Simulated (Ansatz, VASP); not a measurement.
# Cross-check of PC214 between VASP and Ansatz, part 2 of 2

Aim: how closely do two programs agree when they are given the same cell, functional and k mesh? The cell is taken from a series of runs on this material, whose earlier steps may have relaxed, scaled, displaced or heated it; both programs get it as it stands.

VASP 6.6.1 and Ansatz 0.2.0.

So far: The structure; Ansatz: single point, LDA.

## 3. VASP: single point, LDA

Level of this step: LDA, zero-moment start; plane waves and PAW (C, P) (VASP).

The same cell, functional (in two slightly different forms), mesh and smearing now go to VASP, with its own data sets.

Lines of VASP's logs that name or quote its potential files are left out, and so is its time.

INCAR reads:

```
SYSTEM = PC214
PREC = Accurate
ENCUT = 520
EDIFF = 1E-06
NELM = 200
ISMEAR = -1
SIGMA = 0.01
LREAL = Auto
ALGO = Normal
GGA = CA
NELECT = 862
NBANDS = 581
ISPIN = 2
MAGMOM = 0 0 0 0 0 0 0 0 0 0 0 0 0 0 0 0 0 0 0 0 0 0 0 0 0 0 0 0 0 0 0 0 0 0 0 0 0 0 0 0 0 0 0 0 0 0 0 0 0 0 0 0 0 0 0 0 0 0 0 0 0 0 0 0 0 0 0 0 0 0 0 0 0 0 0 0 0 0 0 0 0 0 0 0 0 0 0 0 0 0 0 0 0 0 0 0 0 0 0 0 0 0 0 0 0 0 0 0 0 0 0 0 0 0 0 0 0 0 0 0 0 0 0 0 0 0 0 0 0 0 0 0 0 0 0 0 0 0 0 0 0 0 0 0 0 0 0 0 0 0 0 0 0 0 0 0 0 0 0 0 0 0 0 0 0 0 0 0 0 0 0 0 0 0 0 0 0 0 0 0 0 0 0 0 0 0 0 0 0 0 0 0 0 0 0 0 0 0 0 0 0 0 0 0 0 0 0 0 0 0 0 0 0 0 0
LORBIT = 11
LWAVE = .FALSE.
LCHARG = .FALSE.
ISIF = 2
NUPDOWN = 0
LASPH = .TRUE.
GGA_COMPAT = .FALSE.
```

POSCAR reads:

```
PC214
1.0
   10.5951880973      0.0000000000      0.0000000000
    0.0000000000     10.5951880973      0.0000000000
    0.0000000000      0.0000000000     10.5951880973
C P
214 1
Direct
    0.0006110316      0.0006110875      0.0003949056
    0.0018281117      0.1678225316      0.1676064990
[... 3 atom lines left out ...]
    0.0860060738      0.2519636170      0.2517479793
    0.2519633428      0.0860056537      0.2517476359
    0.2519637897      0.2519634315      0.0857899450
[... 3 atom lines left out ...]
    0.1705050999      0.1705050856      0.3357040456
[... 3 atom lines left out ...]
    0.2515043946      0.2515040955      0.4268213868
[... 10 atom lines left out ...]
    0.1705061559      0.3359200268      0.1702905678
[... 3 atom lines left out ...]
    0.2515046660      0.4270382627      0.2512882005
[... 1 atom line left out ...]
    0.0005450529      0.3339786715      0.3337631223
[... 1 atom line left out ...]
    0.1641124984      0.3328637322      0.5038169364
    0.1641119893      0.5040331945      0.3326475145
    0.0829359136      0.4171836403      0.4169679216
[... 1 atom line left out ...]
    0.2459337097      0.4171025261      0.5856387310
    0.2459335032      0.5858545822      0.4168868834
[... 3 atom lines left out ...]
    0.1645283832      0.5002300711      0.6683257297
[... 29 atom lines left out ...]
    0.3359199698      0.1705047896      0.1702891057
[... 3 atom lines left out ...]
    0.4270380894      0.2515039728      0.2512876769
[... 2 atom lines left out ...]
    0.3339789603      0.0005449670      0.3337630265
    0.3328640241      0.1641121753      0.5038169688
[... 1 atom line left out ...]
    0.5040332471      0.1641124298      0.3326482580
    0.4171838319      0.0829356759      0.4169679162
    0.4171030714      0.2459334935      0.5856390258
[... 1 atom line left out ...]
    0.5858550849      0.2459335804      0.4168876563
[... 3 atom lines left out ...]
    0.5002302763      0.1645277304      0.6683261365
[... 4 atom lines left out ...]
    0.3339790471      0.3339787314      0.0003289125
    0.3328646473      0.5040336364      0.1638959754
    0.5040337577      0.3328639396      0.1638965379
[... 1 atom line left out ...]
    0.4171842457      0.4171838843      0.0827194714
    0.4171032814      0.5858550050      0.2457175753
    0.5858548496      0.4171026891      0.2457185798
[... 1 atom line left out ...]
    0.3229291294      0.4984627261      0.4982467095
    0.4984631837      0.3229286968      0.4982479750
    0.4984633838      0.4984635765      0.3227135327
    0.4140469638      0.5794609976      0.5792450166
    0.5794622743      0.4140466214      0.5792461456
    0.5794619294      0.5794619637      0.4138310901
    0.3327833566      0.3327828645      0.6668153687
[... 2 atom lines left out ...]
    0.4980037989      0.4980032386      0.6637452946
    0.4159882913      0.4159878836      0.7492059068
[... 11 atom lines left out ...]
    0.3327831541      0.6670310896      0.3325671066
[... 1 atom line left out ...]
    0.4980034681      0.6639613335      0.4977874212
[... 1 atom line left out ...]
    0.4159881632      0.7494219697      0.4157721925
[... 43 atom lines left out ...]
    0.6670313746      0.3327831024      0.3325675727
    0.6639616438      0.4980034684      0.4977876092
[... 2 atom lines left out ...]
    0.7494223463      0.4159881735      0.4157721924
[... 35 atom lines left out ...]
    0.3749839396      0.3749849149      0.3747680110
```

KPOINTS reads:

```
Automatic mesh
0
Gamma
1 1 1
0 0 0
```

The projector-augmented-wave data sets are C and P (LDA family, release 64).

Started as:

```bash
$ export OMP_NUM_THREADS=3
$ mpirun -np 1 vasp_gam
```

Log:

```text
[banner, memory and clock lines left out]
running    1 mpi-ranks, on    1 nodes
[...]
Offloading initialized ...    1 GPUs detected
[...]
LDA part: xc-table for (Slater(with rela. corr.)+CA(PZ))
 , standard interpolation
 POSCAR, INCAR and KPOINTS ok, starting setup
[...]
entering main loop
       N       E                     dE             d eps       ncg     rms          rms(c)
DAV:   1     0.597784676747E+04    0.59778E+04   -0.52826E+05  2324   0.155E+03
DAV:   2    -0.165774455262E+04   -0.76356E+04   -0.71467E+04  3046   0.355E+02
DAV:   3    -0.223575147653E+04   -0.57801E+03   -0.57130E+03  2904   0.932E+01
DAV:   4    -0.224998508408E+04   -0.14234E+02   -0.14166E+02  2904   0.159E+01
DAV:   5    -0.225033754172E+04   -0.35246E+00   -0.35166E+00  2912   0.234E+00BRMIX: very serious problems
 the old and the new charge density differ
 old charge density:   861.00000 new  862.00000
    0.623E+01
DAV:   6    -0.217893407727E+04    0.71403E+02   -0.54688E+01  2736   0.880E+00    0.361E+01
DAV:   7    -0.215482759878E+04    0.24106E+02   -0.64061E+01  2696   0.957E+00    0.782E+00
DAV:   8    -0.215476989619E+04    0.57703E-01   -0.23129E+00  2832   0.194E+00    0.248E+00
DAV:   9    -0.215476286071E+04    0.70355E-02   -0.11180E-01  2832   0.474E-01    0.379E-01
DAV:  10    -0.215476213207E+04    0.72864E-03   -0.81319E-03  2848   0.128E-01    0.139E-01
DAV:  11    -0.215476216247E+04   -0.30405E-04   -0.10338E-03  2976   0.497E-02    0.592E-02
DAV:  12    -0.215476218468E+04   -0.22203E-04   -0.15290E-04  2864   0.165E-02    0.372E-02
DAV:  13    -0.215476218693E+04   -0.22544E-05   -0.12883E-05  2928   0.684E-03    0.171E-02
DAV:  14    -0.215476218708E+04   -0.14569E-06   -0.88267E-06  2840   0.434E-03
   1 F= -.21547622E+04 E0= -.21547622E+04  d E =-.159367E-12  mag=     0.0000
```

Parts of OUTCAR (step 3):

```text
 magnetization (x)
# of ion       s       p       d       tot
------------------------------------------
    1        0.000  -0.000   0.000  -0.000
    2        0.000  -0.000   0.000  -0.000
    3        0.000  -0.000   0.000  -0.000
    4        0.000  -0.000   0.000  -0.000
    5        0.000  -0.000   0.000   0.000
    6        0.000   0.000   0.000   0.000
[...]
213       -0.000  -0.000   0.000  -0.000
  214       -0.000  -0.000   0.000  -0.000
  215        0.000   0.000   0.000   0.000
--------------------------------------------------
tot          0.000  -0.000   0.000   0.000
```

The run ends at a pressure of 4.35 GPa, with forces up to 0.32 eV/Å.

## 4. Side by side

Known differences besides the potentials themselves: the two LDA forms differ slightly; the cutoff is 420 eV in Ansatz and 520 eV in VASP (PREC = Accurate, projectors in real space); VASP's log shows a relativistic correction to its local exchange, Ansatz's none. Total energies have different zeros and are not compared.

Forces on 7 of the 215 atoms, those with the largest forces and the largest differences (eV/Å; atoms numbered as in POSCAR):

```csv
atom,"Ansatz x, y, z","VASP x, y, z"
C16,"0.191, 0.191, -0.013","0.226, 0.226, -0.046"
C31,"0.191, -0.013, 0.191","0.226, -0.046, 0.226"
C35,"-0.052, -0.132, 0.043","-0.057, -0.131, 0.043"
C78,"-0.013, 0.191, 0.191","-0.046, 0.226, 0.226"
C105,"0.013, -0.191, -0.191","0.046, -0.226, -0.226"
C106,"-0.191, 0.013, -0.191","-0.226, 0.046, -0.226"
C107,"-0.191, -0.191, 0.013","-0.226, -0.226, 0.046"
```

The forces differ by 6.9 meV/Å r.m.s., which is 16.4 % of the r.m.s. force of 0.042 eV/Å (both taken over all components). The cell carries a charge of -1 e against a uniform background, so its pressure also hangs on how the neutralising background is counted, and in a defect's cell a gap may be the spacing between its levels.

## 5. Summary of results

| Item | Value |
| --- | --- |
| r.m.s. force difference (single point, LDA) | 6.9 meV/Å |

What this shows: The r.m.s. force difference is 6.9 meV/Å (single point, LDA), within the 12 meV/Å picked in this series as the mark of a large difference. Such differences can come from data sets, numerical settings and the points named under the comparisons, not from the functional's error against experiment.

[Lines on the potential files, build, host, timing and source positions are cut from VASP's logs without a mark.]

[Logs are printed without paths, hosts, clocks, repeated set-up lines and the standing remarks that a program may print on its own settings, such as how far it seeks lower states.]

[Hosts, paths, dates, database ids (printed as entryN), source tags and the programs' standing remarks are cut or masked in the printed files.]
